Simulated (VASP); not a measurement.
# InSe: what each functional gives, and what it costs

Aim: the band gap of InSe at many levels of theory on one cell, with the cost of each. The levels: LDA, PBEsol, r2SCAN, TB-mBJ, SCAN, HSE06 and HSE03. LASPH is on for some levels and off for others; the table marks which. The start is a cell from a database of measured crystal structures.

Program: VASP 6.6.1. Level of theory: LDA; plane waves and PAW (In_d, Se), in the first sound run; inputs show where later runs differ. Results are calculated unless marked as measured.

Most raw output is cut from this account.

## (1) The structure

The structure is trigonal, space group R3m (No. 160). The conventional cell has a = 4.000 Å, b = 4.000 Å, c = 24.950 Å, α = 90.00°, β = 90.00°, γ = 120.00°. Nearest to In lie 3 Se at 2.64 Å and 1 In at 2.80 Å. Se has 3 In at 2.64 Å nearest. Nearest to Se lie 3 In at 2.64 Å. Farther neighbours and most contacts between anions are not listed.

Structure file:

```xyz
4
Lattice="2.0000 1.1547 8.3167 -2.0000 1.1547 8.3167 0.0000 -2.3094 8.3167" Properties=species:S:1:pos:R:3 pbc="T T T"
In    0.0000    0.0000    0.0000
In    0.0000    0.0000    2.7994
Se    0.0000    0.0000   15.3567
Se    0.0000    0.0000   20.7085
```

## (2) Bands with LDA

Levels along the symmetry lines show where the bands peak and cross; KPOINTS_OPT computes them in the converged potential. LDA, the lowest rung, knows the local density alone.

File INCAR:

```
SYSTEM = InSe
PREC = Accurate
ENCUT = 400
EDIFF = 1E-06
NELM = 100
ISMEAR = 0
SIGMA = 0.02
LREAL = .FALSE.
ALGO = Normal
GGA = CA
NBANDS = 33
LORBIT = 11
LWAVE = .FALSE.
LCHARG = .FALSE.
KPAR = 8
```

File POSCAR:

```
InSe
1.0
    2.0000000000      1.1547005384      8.3166666667
   -2.0000000000      1.1547005384      8.3166666667
    0.0000000000     -2.3094010768      8.3166666667
In Se
2 2
Direct
    0.0000000000      0.0000000000      0.0000000000
    0.1122000000      0.1122000000      0.1122000000
    0.6155000000      0.6155000000      0.6155000000
    0.8300000000      0.8300000000      0.8300000000
```

File KPOINTS:

```
Automatic mesh
0
Gamma
4 4 4
0 0 0
```

File KPOINTS_OPT:

```
Line mode
16
Line-mode
Reciprocal
  0.00000000   0.00000000   0.00000000 GAMMA
  0.50000000   0.00000000   0.00000000 L

  0.50000000   0.00000000   0.00000000 L
  0.50000000   0.17951802  -0.17951802 B1

  0.82048198   0.50000000   0.17951802 B
  0.50000000   0.50000000   0.50000000 Z

  0.50000000   0.50000000   0.50000000 Z
  0.00000000   0.00000000   0.00000000 GAMMA

  0.00000000   0.00000000   0.00000000 GAMMA
  0.33975901   0.00000000  -0.33975901 X

  0.66024099   0.33975901   0.00000000 Q
  0.50000000   0.50000000   0.00000000 F

  0.50000000   0.50000000   0.00000000 F
  0.66024099   0.66024099   0.17951802 P1

  0.66024099   0.66024099   0.17951802 P1
  0.50000000   0.50000000   0.50000000 Z

  0.50000000   0.00000000   0.00000000 L
  0.82048198   0.33975901   0.33975901 P
```

The projector-augmented-wave data sets are In_d and Se (PBE family, release 64).

On the command line:

```bash
$ mpirun -np 8 vasp_std
```

Wall time 3 min (8 MPI ranks of AMD EPYC 7R43, shared host); peak memory 2.3 GiB.

Spin-orbit coupling is off here; with elements this heavy it splits and shifts levels by tenths of an eV or more. The PAW data sets were made with PBE, though LDA sets exist; this is a small mismatch.

Numbers from this step:

```
SCF cycles                        : 13
electrons                         : 38
bands                             : 33
irreducible k-points              : 13
symmetry operations               : 6
free energy (TOTEN)               : -16.67 eV
Fermi energy                      : 4.09 eV
pressure                          : -1.016 GPa
metallic                          : no
least gap on mesh and path        : 0.1804 eV
least direct gap on mesh and path : 0.1804 eV
valence top at k                  : 0.5, 0.5, 0.5
conduction bottom at k            : 0.5, 0.5, 0.5
least direct gap at k             : 0.5, 0.5, 0.5
```

Electronic bands along the path, in eV, zero at the valence-band top; v1 is the highest filled band, c1 the lowest empty one:

| point | v4 | v3 | v2 | v1 | c1 | c2 | c3 | c4 |
| --- | --- | --- | --- | --- | --- | --- | --- | --- |
| Γ | -1.36 | -1.36 | -1.22 | -1.22 | 1.62 | 1.89 | 4.23 | 4.23 |
| 0.47 of the way | -2.01 | -1.91 | -1.72 | -1.08 | 1.92 | 2.10 | 3.91 | 4.05 |
| L | -2.51 | -2.42 | -2.26 | -1.73 | 1.00 | 1.84 | 3.50 | 3.86 |
| 0.47 of the way | -3.35 | -2.99 | -2.22 | -1.59 | 1.70 | 2.21 | 3.28 | 4.17 |
| B1 | -3.76 | -2.60 | -2.33 | -1.83 | 1.55 | 2.32 | 3.22 | 4.27 |
| jump to B | -3.76 | -2.60 | -2.33 | -1.83 | 1.55 | 2.32 | 3.22 | 4.27 |
| 0.53 of the way | -2.92 | -2.38 | -2.00 | -0.63 | 2.17 | 2.67 | 3.78 | 4.27 |
| Z | -1.43 | -1.14 | -1.14 | 0.00 | 0.18 | 1.97 | 4.13 | 4.13 |
| 0.53 of the way | -1.40 | -1.18 | -1.18 | -1.09 | 1.15 | 1.96 | 4.18 | 4.18 |
| Γ | -1.36 | -1.36 | -1.22 | -1.22 | 1.62 | 1.89 | 4.23 | 4.23 |
| 0.53 of the way | -2.61 | -2.58 | -1.79 | -1.06 | 1.96 | 2.34 | 3.29 | 4.37 |
| X | -3.78 | -2.65 | -2.30 | -1.80 | 1.62 | 2.19 | 3.27 | 4.23 |
| jump to Q | -3.78 | -2.65 | -2.30 | -1.80 | 1.62 | 2.19 | 3.27 | 4.23 |
| 0.53 of the way | -2.89 | -2.71 | -2.54 | -1.64 | 1.48 | 1.96 | 3.48 | 4.03 |
| F | -2.76 | -2.59 | -2.06 | -1.58 | 0.94 | 1.87 | 3.13 | 3.41 |
| 0.53 of the way | -2.73 | -2.58 | -2.07 | -1.63 | 1.03 | 1.81 | 3.15 | 3.48 |
| P1 | -2.67 | -2.55 | -2.09 | -1.74 | 1.20 | 1.68 | 3.20 | 3.62 |
| 0.53 of the way | -2.87 | -1.98 | -1.58 | -0.51 | 1.79 | 2.45 | 3.82 | 4.15 |
| Z | -1.43 | -1.14 | -1.14 | 0.00 | 0.18 | 1.97 | 4.13 | 4.13 |
| jump to L | -2.51 | -2.42 | -2.26 | -1.73 | 1.00 | 1.84 | 3.50 | 3.86 |
| 0.47 of the way | -2.50 | -2.48 | -2.19 | -1.80 | 1.17 | 1.68 | 3.39 | 3.84 |
| P | -2.67 | -2.55 | -2.09 | -1.74 | 1.20 | 1.68 | 3.20 | 3.62 |

Of the projections kept (In, Se), the largest for each band there; the rest of the weight can lie on other orbitals:

| point | v4 | v3 | v2 | v1 | c1 | c2 | c3 | c4 |
| --- | --- | --- | --- | --- | --- | --- | --- | --- |
| Γ | Se 0.87 | Se 0.87 | Se 0.84 | Se 0.84 | Se 0.65 | In 0.70 | In 0.83 | In 0.83 |
| L | Se 0.69 | Se 0.80 | Se 0.75 | Se 0.59 | In 0.57 | In 0.54 | In 0.63 | In 0.66 |
| B1 | Se 0.72 | Se 0.74 | Se 0.74 | In 0.54 | In 0.58 | In 0.58 | Se 0.53 | In 0.50 |
| B | Se 0.72 | Se 0.74 | Se 0.74 | In 0.54 | In 0.58 | In 0.58 | Se 0.53 | In 0.50 |
| Z | Se 0.85 | Se 0.86 | Se 0.86 | Se 0.73 | Se 0.52 | In 0.61 | In 0.83 | In 0.83 |
| Γ | Se 0.87 | Se 0.87 | Se 0.84 | Se 0.84 | Se 0.65 | In 0.70 | In 0.83 | In 0.83 |

Force by atom:

| atom | x (eV/Å) | y (eV/Å) | z (eV/Å) | size |
| --- | --- | --- | --- | --- |
| In1 | 0.000 | 0.000 | 0.116 | 0.116 |
| In2 | 0.000 | 0.000 | -0.113 | 0.113 |
| Se3 | 0.000 | 0.000 | 0.081 | 0.081 |
| Se4 | 0.000 | 0.000 | -0.084 | 0.084 |

The gap is 0.18 eV, direct at Z.

## (3) Bands with PBEsol

This step: PBEsol; plane waves and PAW (In_d, Se) (VASP 6.6.1).

PBEsol restores the gradient expansion of exchange and is tuned for the cells of solids.

Changes to INCAR since step 2:

```diff
@@ -9,3 +9,3 @@
 ALGO = Normal
-GGA = CA
+GGA = PS
 NBANDS = 33
```

POSCAR is that of step 2.

KPOINTS is that of step 2.

KPOINTS_OPT is that of step 2.

On the command line:

```bash
$ mpirun -np 8 vasp_std
```

The job ended after 3.3 min (8 MPI ranks; peak memory 3.1 GiB; 26 min of CPU time).

The PAW data sets were made with PBE, which is usual practice but a small mismatch for other functionals.

This step gave:

- SCF cycles: 14
- free energy (TOTEN): -15.51 eV
- Fermi energy: 4.312 eV
- pressure: 0.5036 GPa
- least gap on mesh and path: 0.2755 eV
- least direct gap on mesh and path: 0.2755 eV

Electronic bands along the path, in eV, zero at the valence-band top; v1 is the highest filled band, c1 the lowest empty one:

| point | v4 | v3 | v2 | v1 | c1 | c2 | c3 | c4 |
| --- | --- | --- | --- | --- | --- | --- | --- | --- |
| Γ | -1.36 | -1.36 | -1.23 | -1.23 | 1.68 | 1.96 | 4.28 | 4.28 |
| 0.47 of the way | -2.01 | -1.91 | -1.72 | -1.07 | 1.98 | 2.15 | 3.95 | 4.10 |
| L | -2.50 | -2.42 | -2.26 | -1.72 | 1.03 | 1.90 | 3.54 | 3.89 |
| 0.47 of the way | -3.35 | -2.98 | -2.21 | -1.58 | 1.73 | 2.26 | 3.31 | 4.20 |
| B1 | -3.75 | -2.61 | -2.32 | -1.81 | 1.56 | 2.38 | 3.24 | 4.31 |
| jump to B | -3.75 | -2.61 | -2.32 | -1.81 | 1.56 | 2.38 | 3.24 | 4.31 |
| 0.53 of the way | -2.92 | -2.37 | -2.00 | -0.63 | 2.24 | 2.69 | 3.84 | 4.31 |
| Z | -1.43 | -1.15 | -1.15 | 0.00 | 0.28 | 2.03 | 4.18 | 4.18 |
| 0.53 of the way | -1.40 | -1.19 | -1.19 | -1.06 | 1.21 | 2.02 | 4.23 | 4.23 |
| Γ | -1.36 | -1.36 | -1.23 | -1.23 | 1.68 | 1.96 | 4.28 | 4.28 |
| 0.53 of the way | -2.61 | -2.58 | -1.80 | -1.04 | 2.03 | 2.36 | 3.33 | 4.40 |
| X | -3.77 | -2.65 | -2.30 | -1.78 | 1.63 | 2.26 | 3.29 | 4.27 |
| jump to Q | -3.77 | -2.65 | -2.30 | -1.78 | 1.63 | 2.26 | 3.29 | 4.27 |
| 0.53 of the way | -2.89 | -2.70 | -2.54 | -1.63 | 1.52 | 1.99 | 3.52 | 4.04 |
| F | -2.75 | -2.58 | -2.06 | -1.56 | 1.01 | 1.90 | 3.17 | 3.43 |
| 0.53 of the way | -2.72 | -2.58 | -2.07 | -1.62 | 1.10 | 1.83 | 3.18 | 3.50 |
| P1 | -2.67 | -2.55 | -2.10 | -1.72 | 1.27 | 1.70 | 3.23 | 3.64 |
| 0.53 of the way | -2.87 | -1.98 | -1.58 | -0.51 | 1.86 | 2.48 | 3.86 | 4.20 |
| Z | -1.43 | -1.15 | -1.15 | 0.00 | 0.28 | 2.03 | 4.18 | 4.18 |
| jump to L | -2.50 | -2.42 | -2.26 | -1.72 | 1.03 | 1.90 | 3.54 | 3.89 |
| 0.47 of the way | -2.49 | -2.48 | -2.19 | -1.79 | 1.20 | 1.73 | 3.43 | 3.87 |
| P | -2.67 | -2.55 | -2.10 | -1.72 | 1.27 | 1.70 | 3.23 | 3.64 |

Of the projections kept (In, Se), the largest for each band there; the rest of the weight can lie on other orbitals:

| point | v4 | v3 | v2 | v1 | c1 | c2 | c3 | c4 |
| --- | --- | --- | --- | --- | --- | --- | --- | --- |
| Γ | Se 0.87 | Se 0.87 | Se 0.84 | Se 0.84 | Se 0.64 | In 0.70 | In 0.83 | In 0.83 |
| L | Se 0.70 | Se 0.80 | Se 0.75 | Se 0.58 | In 0.56 | In 0.55 | In 0.63 | In 0.66 |
| B1 | Se 0.72 | Se 0.75 | Se 0.75 | In 0.55 | In 0.57 | In 0.59 | Se 0.53 | In 0.50 |
| B | Se 0.72 | Se 0.75 | Se 0.75 | In 0.55 | In 0.57 | In 0.59 | Se 0.53 | In 0.50 |
| Z | Se 0.85 | Se 0.86 | Se 0.86 | Se 0.74 | Se 0.51 | In 0.61 | In 0.83 | In 0.83 |
| Γ | Se 0.87 | Se 0.87 | Se 0.84 | Se 0.84 | Se 0.64 | In 0.70 | In 0.83 | In 0.83 |

Force by atom:

| atom | x (eV/Å) | y (eV/Å) | z (eV/Å) | size |
| --- | --- | --- | --- | --- |
| In1 | 0.000 | 0.000 | 0.160 | 0.160 |
| In2 | 0.000 | 0.000 | -0.158 | 0.158 |
| Se3 | 0.000 | 0.000 | -0.038 | 0.038 |
| Se4 | 0.000 | 0.000 | 0.036 | 0.036 |

The gap is 0.28 eV, direct at Z. Against LDA that is +0.10 eV; the cost is about the same.

## (4) Bands with r2SCAN

This step: r2SCAN; plane waves and PAW (In_d, Se) (VASP 6.6.1).

r2SCAN adds the kinetic-energy density, costs more than a GGA and is run with LASPH.

Changes to INCAR since step 3:

```diff
@@ -9,3 +9,4 @@
 ALGO = Normal
-GGA = PS
+METAGGA = R2SCAN
+LASPH = .TRUE.
 NBANDS = 33
```

POSCAR is that of step 3.

KPOINTS is that of step 3.

KPOINTS_OPT is that of step 3.

On the command line:

```bash
$ mpirun -np 8 vasp_std
```

Run time: 12 min. Hardware: 8 MPI ranks; peak memory 3.2 GiB.

Electronic bands along the path, in eV, zero at the valence-band top; v1 is the highest filled band, c1 the lowest empty one:

| point | v4 | v3 | v2 | v1 | c1 | c2 | c3 | c4 |
| --- | --- | --- | --- | --- | --- | --- | --- | --- |
| Γ | -1.44 | -1.44 | -1.31 | -1.31 | 2.10 | 2.54 | 4.66 | 4.66 |
| 0.47 of the way | -2.06 | -1.99 | -1.80 | -1.09 | 2.38 | 2.55 | 4.45 | 4.60 |
| L | -2.53 | -2.51 | -2.35 | -1.76 | 1.39 | 2.29 | 3.99 | 4.34 |
| 0.47 of the way | -3.41 | -3.06 | -2.26 | -1.63 | 2.04 | 2.62 | 3.72 | 4.65 |
| B1 | -3.83 | -2.66 | -2.38 | -1.87 | 1.85 | 2.75 | 3.62 | 4.75 |
| jump to B | -3.83 | -2.66 | -2.38 | -1.87 | 1.85 | 2.75 | 3.62 | 4.75 |
| 0.53 of the way | -2.98 | -2.44 | -2.06 | -0.65 | 2.65 | 3.02 | 4.34 | 4.74 |
| Z | -1.51 | -1.23 | -1.23 | 0.00 | 0.81 | 2.59 | 4.57 | 4.57 |
| 0.53 of the way | -1.48 | -1.26 | -1.26 | -0.96 | 1.63 | 2.59 | 4.62 | 4.62 |
| Γ | -1.44 | -1.44 | -1.31 | -1.31 | 2.10 | 2.54 | 4.66 | 4.66 |
| 0.53 of the way | -2.67 | -2.64 | -1.86 | -1.08 | 2.42 | 2.70 | 3.73 | 4.87 |
| X | -3.85 | -2.71 | -2.36 | -1.84 | 1.90 | 2.65 | 3.67 | 4.72 |
| jump to Q | -3.85 | -2.71 | -2.36 | -1.84 | 1.90 | 2.65 | 3.67 | 4.72 |
| 0.53 of the way | -2.94 | -2.77 | -2.61 | -1.68 | 1.87 | 2.32 | 3.96 | 4.47 |
| F | -2.81 | -2.67 | -2.15 | -1.60 | 1.41 | 2.25 | 3.62 | 3.89 |
| 0.53 of the way | -2.78 | -2.66 | -2.16 | -1.65 | 1.49 | 2.18 | 3.64 | 3.96 |
| P1 | -2.72 | -2.64 | -2.18 | -1.75 | 1.66 | 2.05 | 3.69 | 4.09 |
| 0.53 of the way | -2.93 | -2.06 | -1.66 | -0.52 | 2.29 | 2.88 | 4.34 | 4.70 |
| Z | -1.51 | -1.23 | -1.23 | 0.00 | 0.81 | 2.59 | 4.57 | 4.57 |
| jump to L | -2.53 | -2.51 | -2.35 | -1.76 | 1.39 | 2.29 | 3.99 | 4.34 |
| 0.47 of the way | -2.56 | -2.53 | -2.28 | -1.82 | 1.56 | 2.12 | 3.88 | 4.32 |
| P | -2.72 | -2.64 | -2.18 | -1.75 | 1.66 | 2.05 | 3.69 | 4.09 |

Of the projections kept (In, Se), the largest for each band there; the rest of the weight can lie on other orbitals:

| point | v4 | v3 | v2 | v1 | c1 | c2 | c3 | c4 |
| --- | --- | --- | --- | --- | --- | --- | --- | --- |
| Γ | Se 0.87 | Se 0.87 | Se 0.84 | Se 0.84 | Se 0.61 | In 0.70 | In 0.83 | In 0.83 |
| L | Se 0.71 | Se 0.80 | Se 0.75 | Se 0.58 | In 0.57 | In 0.57 | In 0.64 | In 0.68 |
| B1 | Se 0.72 | Se 0.75 | Se 0.75 | In 0.56 | In 0.58 | In 0.61 | Se 0.51 | In 0.52 |
| B | Se 0.72 | Se 0.75 | Se 0.75 | In 0.56 | In 0.58 | In 0.61 | Se 0.51 | In 0.52 |
| Z | Se 0.85 | Se 0.86 | Se 0.86 | Se 0.74 | In 0.51 | In 0.63 | In 0.84 | In 0.84 |
| Γ | Se 0.87 | Se 0.87 | Se 0.84 | Se 0.84 | Se 0.61 | In 0.70 | In 0.83 | In 0.83 |

The gap is 0.81 eV, direct at Z. Against LDA that is +0.62 eV; this run took 4.0 times the core time.

## (5) Bands with TB-mBJ

This step: TB-mBJ; plane waves and PAW (In_d, Se) (VASP 6.6.1).

TB-mBJ is a local potential fitted to gaps: it costs far less than a hybrid but gives no energy.

Changes to INCAR since step 4:

```diff
@@ -4,3 +4,3 @@
 EDIFF = 1E-06
-NELM = 100
+NELM = 150
 ISMEAR = 0
@@ -9,3 +9,3 @@
 ALGO = Normal
-METAGGA = R2SCAN
+METAGGA = MBJ
 LASPH = .TRUE.
```

POSCAR is that of step 4.

KPOINTS is that of step 4.

KPOINTS_OPT is that of step 4.

On the command line:

```bash
$ mpirun -np 8 vasp_std
```

The job ended after 10 min (8 MPI ranks; peak memory 3.5 GiB).

This functional is a potential without an energy, so its energies, forces and stress mean nothing and are not read.

Electronic bands along the path, in eV, zero at the valence-band top; v1 is the highest filled band, c1 the lowest empty one:

| point | v4 | v3 | v2 | v1 | c1 | c2 | c3 | c4 |
| --- | --- | --- | --- | --- | --- | --- | --- | --- |
| Γ | -1.46 | -1.39 | -1.34 | -1.34 | 2.35 | 2.99 | 4.76 | 4.76 |
| 0.47 of the way | -1.95 | -1.94 | -1.78 | -0.97 | 2.66 | 2.80 | 4.67 | 4.78 |
| L | -2.41 | -2.33 | -2.27 | -1.57 | 1.70 | 2.55 | 4.25 | 4.51 |
| 0.47 of the way | -3.20 | -2.87 | -2.10 | -1.47 | 2.26 | 2.82 | 3.88 | 4.79 |
| B1 | -3.57 | -2.50 | -2.24 | -1.65 | 2.13 | 2.97 | 3.73 | 4.92 |
| jump to B | -3.57 | -2.50 | -2.24 | -1.65 | 2.13 | 2.97 | 3.73 | 4.92 |
| 0.53 of the way | -2.77 | -2.33 | -2.00 | -0.59 | 2.85 | 3.18 | 4.53 | 4.88 |
| Z | -1.52 | -1.27 | -1.27 | 0.00 | 1.30 | 2.99 | 4.67 | 4.67 |
| 0.53 of the way | -1.49 | -1.30 | -1.30 | -0.79 | 1.95 | 3.00 | 4.72 | 4.72 |
| Γ | -1.46 | -1.39 | -1.34 | -1.34 | 2.35 | 2.99 | 4.76 | 4.76 |
| 0.53 of the way | -2.52 | -2.51 | -1.79 | -0.96 | 2.65 | 2.88 | 3.96 | 5.00 |
| X | -3.59 | -2.53 | -2.22 | -1.62 | 2.17 | 2.89 | 3.76 | 4.89 |
| jump to Q | -3.59 | -2.53 | -2.22 | -1.62 | 2.17 | 2.89 | 3.76 | 4.89 |
| 0.53 of the way | -2.77 | -2.58 | -2.46 | -1.49 | 2.13 | 2.58 | 4.14 | 4.60 |
| F | -2.62 | -2.55 | -2.10 | -1.41 | 1.79 | 2.45 | 3.91 | 4.12 |
| 0.53 of the way | -2.60 | -2.54 | -2.11 | -1.45 | 1.86 | 2.40 | 3.93 | 4.18 |
| P1 | -2.54 | -2.53 | -2.12 | -1.53 | 1.99 | 2.30 | 3.97 | 4.29 |
| 0.53 of the way | -2.73 | -2.00 | -1.66 | -0.47 | 2.56 | 3.11 | 4.55 | 4.89 |
| Z | -1.52 | -1.27 | -1.27 | 0.00 | 1.30 | 2.99 | 4.67 | 4.67 |
| jump to L | -2.41 | -2.33 | -2.27 | -1.57 | 1.70 | 2.55 | 4.25 | 4.51 |
| 0.47 of the way | -2.46 | -2.35 | -2.21 | -1.60 | 1.85 | 2.41 | 4.14 | 4.49 |
| P | -2.54 | -2.53 | -2.12 | -1.53 | 1.99 | 2.30 | 3.97 | 4.29 |

Of the projections kept (In, Se), the largest for each band there; the rest of the weight can lie on other orbitals:

| point | v4 | v3 | v2 | v1 | c1 | c2 | c3 | c4 |
| --- | --- | --- | --- | --- | --- | --- | --- | --- |
| Γ | Se 0.87 | Se 0.69 | Se 0.85 | Se 0.85 | Se 0.60 | In 0.69 | In 0.83 | In 0.83 |
| L | Se 0.81 | Se 0.75 | Se 0.77 | Se 0.55 | In 0.57 | In 0.57 | In 0.63 | In 0.67 |
| B1 | Se 0.74 | Se 0.79 | Se 0.80 | In 0.60 | In 0.57 | In 0.60 | Se 0.51 | In 0.52 |
| B | Se 0.74 | Se 0.79 | Se 0.80 | In 0.60 | In 0.57 | In 0.60 | Se 0.51 | In 0.52 |
| Z | Se 0.86 | Se 0.87 | Se 0.87 | Se 0.75 | In 0.51 | In 0.63 | In 0.84 | In 0.84 |
| Γ | Se 0.87 | Se 0.69 | Se 0.85 | Se 0.85 | Se 0.60 | In 0.69 | In 0.83 | In 0.83 |

The gap is 1.30 eV, direct at Z. Against LDA that is +1.12 eV; this run took 3.4 times the core time.

## (6) Bands with SCAN

This step: SCAN; plane waves and PAW (In_d, Se) (VASP 6.6.1).

SCAN adds the kinetic-energy density; it is numerically more delicate than r2SCAN.

Changes to INCAR since step 5:

```diff
@@ -4,3 +4,3 @@
 EDIFF = 1E-06
-NELM = 150
+NELM = 100
 ISMEAR = 0
@@ -9,3 +9,3 @@
 ALGO = Normal
-METAGGA = MBJ
+METAGGA = SCAN
 LASPH = .TRUE.
```

POSCAR is that of step 5.

KPOINTS is that of step 5.

KPOINTS_OPT is that of step 5.

On the command line:

```bash
$ mpirun -np 8 vasp_std
```

It took 14 min on 8 MPI ranks; peak memory 3.3 GiB.

The electronic bands at the labelled points (eV, zero at the valence-band top; v1 is the highest filled band, c1 the lowest empty one):

| point | v4 | v3 | v2 | v1 | c1 | c2 | c3 | c4 |
| --- | --- | --- | --- | --- | --- | --- | --- | --- |
| Γ | -1.46 | -1.46 | -1.33 | -1.33 | 2.01 | 2.47 | 4.57 | 4.57 |
| 0.47 of the way | -2.09 | -2.02 | -1.83 | -1.09 | 2.27 | 2.46 | 4.39 | 4.53 |
| L | -2.56 | -2.53 | -2.38 | -1.77 | 1.34 | 2.18 | 3.91 | 4.32 |
| 0.47 of the way | -3.44 | -3.08 | -2.28 | -1.64 | 1.99 | 2.49 | 3.66 | 4.58 |
| B1 | -3.85 | -2.69 | -2.40 | -1.88 | 1.82 | 2.59 | 3.57 | 4.69 |
| jump to B | -3.85 | -2.69 | -2.40 | -1.88 | 1.82 | 2.59 | 3.57 | 4.69 |
| 0.53 of the way | -3.00 | -2.47 | -2.09 | -0.66 | 2.50 | 2.97 | 4.25 | 4.68 |
| Z | -1.54 | -1.25 | -1.25 | 0.00 | 0.67 | 2.53 | 4.47 | 4.47 |
| 0.53 of the way | -1.50 | -1.29 | -1.29 | -0.99 | 1.54 | 2.52 | 4.52 | 4.52 |
| Γ | -1.46 | -1.46 | -1.33 | -1.33 | 2.01 | 2.47 | 4.57 | 4.57 |
| 0.53 of the way | -2.70 | -2.67 | -1.89 | -1.08 | 2.27 | 2.64 | 3.66 | 4.82 |
| X | -3.87 | -2.73 | -2.38 | -1.84 | 1.88 | 2.49 | 3.60 | 4.65 |
| jump to Q | -3.87 | -2.73 | -2.38 | -1.84 | 1.88 | 2.49 | 3.60 | 4.65 |
| 0.53 of the way | -2.98 | -2.79 | -2.63 | -1.68 | 1.78 | 2.23 | 3.90 | 4.42 |
| F | -2.84 | -2.70 | -2.18 | -1.60 | 1.29 | 2.19 | 3.56 | 3.86 |
| 0.53 of the way | -2.81 | -2.70 | -2.19 | -1.65 | 1.37 | 2.12 | 3.58 | 3.93 |
| P1 | -2.75 | -2.67 | -2.21 | -1.75 | 1.55 | 1.99 | 3.63 | 4.05 |
| 0.53 of the way | -2.95 | -2.09 | -1.69 | -0.53 | 2.16 | 2.82 | 4.28 | 4.61 |
| Z | -1.54 | -1.25 | -1.25 | 0.00 | 0.67 | 2.53 | 4.47 | 4.47 |
| jump to L | -2.56 | -2.53 | -2.38 | -1.77 | 1.34 | 2.18 | 3.91 | 4.32 |
| 0.47 of the way | -2.59 | -2.56 | -2.31 | -1.83 | 1.51 | 2.01 | 3.81 | 4.28 |
| P | -2.75 | -2.67 | -2.21 | -1.75 | 1.55 | 1.99 | 3.63 | 4.05 |

Of the projections kept (In, Se), the largest for each band there; the rest of the weight can lie on other orbitals:

| point | v4 | v3 | v2 | v1 | c1 | c2 | c3 | c4 |
| --- | --- | --- | --- | --- | --- | --- | --- | --- |
| Γ | Se 0.86 | Se 0.86 | Se 0.84 | Se 0.84 | Se 0.62 | In 0.71 | In 0.83 | In 0.83 |
| L | Se 0.71 | Se 0.79 | Se 0.74 | Se 0.58 | In 0.58 | In 0.56 | In 0.65 | In 0.68 |
| B1 | Se 0.72 | Se 0.75 | Se 0.76 | In 0.56 | In 0.59 | In 0.60 | Se 0.51 | In 0.53 |
| B | Se 0.72 | Se 0.75 | Se 0.76 | In 0.56 | In 0.59 | In 0.60 | Se 0.51 | In 0.53 |
| Z | Se 0.85 | Se 0.86 | Se 0.86 | Se 0.74 | In 0.51 | In 0.63 | In 0.84 | In 0.84 |
| Γ | Se 0.86 | Se 0.86 | Se 0.84 | Se 0.84 | Se 0.62 | In 0.71 | In 0.83 | In 0.83 |

The gap is 0.67 eV, direct at Z. Against LDA that is +0.49 eV; this run took 4.7 times the core time.

(Part 1 of 2 ends here.)

[Lines on the potential files, build, host, timing and source positions are cut from VASP's logs without a mark.]

[Logs are printed without paths, hosts, clocks, repeated set-up lines and the standing remarks that a program may print on its own settings, such as how far it seeks lower states.]

[Hosts, paths, dates, database ids (printed as entryN), source tags and the programs' standing remarks are cut or masked in the printed files.]

[A measured line is paired with the nearest computed mode of its activity, which favours agreement.]
